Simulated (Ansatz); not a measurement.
SnTe under changes of volume

One of the cells (31.281 Å³/atom); the others are scaled copies at fixed shape and fractional positions:

```
Te Sn
1.0
     0.00000    3.15085    3.15085
     3.15085    0.00000    3.15085
     3.15085    3.15085    0.00000
Te Sn
1 1
Direct
  0.50000 0.50000 0.50000
  0.00000 0.00000 0.00000
```

| Property | Result |
| --- | --- |
| Program | Ansatz 0.2.0 |
| Functional | RPBE |
| Potentials or basis | Ansatz PAW |
| Cutoff | 420 eV (not typed: the program's choice for these potentials) |
| k mesh | 7 × 7 × 7 |
| Occupations | fermi-dirac, width 0.05 eV |
| Spin | no spin polarisation |

| volume (Å³/atom) | energy over the lowest point (meV/atom) | pressure (GPa) |
| --- | --- | --- |
| 29.404 | 89.57 | 7.3 |
| 30.030 | 63.80 | 5.9 |
| 30.656 | ? | ? |
| 31.281 | 26.57 | 3.7 |
| 31.907 | 14.20 | 2.7 |
| 32.532 | 5.46 | 1.8 |
| 33.158 | 0.00 | 1.0 |

Task: What does the run at 30.656 Å³/atom give?

Result: Energy over the lowest point 42.95 meV/atom; pressure 4.7 GPa.

Worked out: A Birch-Murnaghan fit of order 3 (a polynomial in V^(-2/3)) to the other rows has its minimum at 34.04 Å³/atom, just outside them, with B0 = V·E''(V) = 36 GPa and B' = 4.4. It gives 42.95 meV/atom at 30.656 Å³/atom, against the run's 42.95, and -dE/dV = 4.7 GPa, against 4.7.

Energies are extrapolated to zero smearing.

Caveats: the PAW data sets come from PBE, with cores solved anew for the run's functional, which leaves a small shift of forces and pressure.
